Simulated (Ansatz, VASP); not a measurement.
SnTe: VASP beside Ansatz

The input INCAR:

```
PREC = Accurate ; ENCUT = 520
EDIFF = 1E-6 ; ISMEAR = -1
SIGMA = 0.05 ; LREAL = False
LASPH = True ; NELM = 100
ALGO = Normal ; ISIF = 2
LWAVE = False ; LCHARG = False
GGA = PE ; NBANDS = 28
```

Contents of KPOINTS:

```
regular mesh
0
Gamma
  9 9 5
```

The input POSCAR:

```
SnTe
1.0
    4.4364687529      0.0000000000      0.0000000000
   -2.2182343765      3.8420946431      0.0000000000
    0.0000000000      0.0000000000      7.8564010131
Sn Te
2 2
Direct
    0.0000000000      0.0000000000      0.0000000000
    0.0000000000      0.0000000000      0.5000000000
    0.3333333333      0.6666666667      0.2500000000
    0.6666666667      0.3333333333      0.7500000000
```

Input for Ansatz:

```yaml
crystal:
  lattice:
    - [4.4364687529, 0.0, 0.0]
    - [-2.2182343765, 3.8420946431, 0.0]
    - [0.0, 0.0, 7.8564010131]
  atoms:
    - { symbol: Sn, position: [0.0, 0.0, 0.0] }
    - { symbol: Sn, position: [0.0, 0.0, 0.5] }
    - { symbol: Te, position: [0.3333333333, 0.6666666667, 0.25] }
    - { symbol: Te, position: [0.6666666667, 0.3333333333, 0.75] }
kpoints:
  mp_grid: { grid: [9, 9, 5] }
scf:
  occupations: { method: fermi_dirac, width: 0.05 }
hamiltonian:
  xc: pbe
  pseudopotentials: { kind: all_electron, lapw: { basis_error: 0.0005 } }
output:
  forces: true
  stress: true
  eigenvalues: true
  populations: true
```

Alike in both runs: task single point; functional PBE; k mesh 9 × 9 × 5; occupations fermi-dirac, width 0.05 eV; no spin polarisation.

|  | VASP | Ansatz |
| --- | --- | --- |
| version | VASP 6.6.1 | Ansatz 0.2.0 |
| potentials or method | VASP PAW PBE potentials, release 64 (Sn_d, Te) | all-electron LAPW, scalar-relativistic |
| plane-wave cutoff (eV) | 520 | see its input |

```csv
,VASP,Ansatz,Ansatz less VASP
pressure (GPa),0.0,0.0,+0.06
```

Ansatz ran all-electron here, so the differences hold the error of VASP's frozen core and of both bases.

Spin-orbit coupling is left out, which matters for the levels of Te.
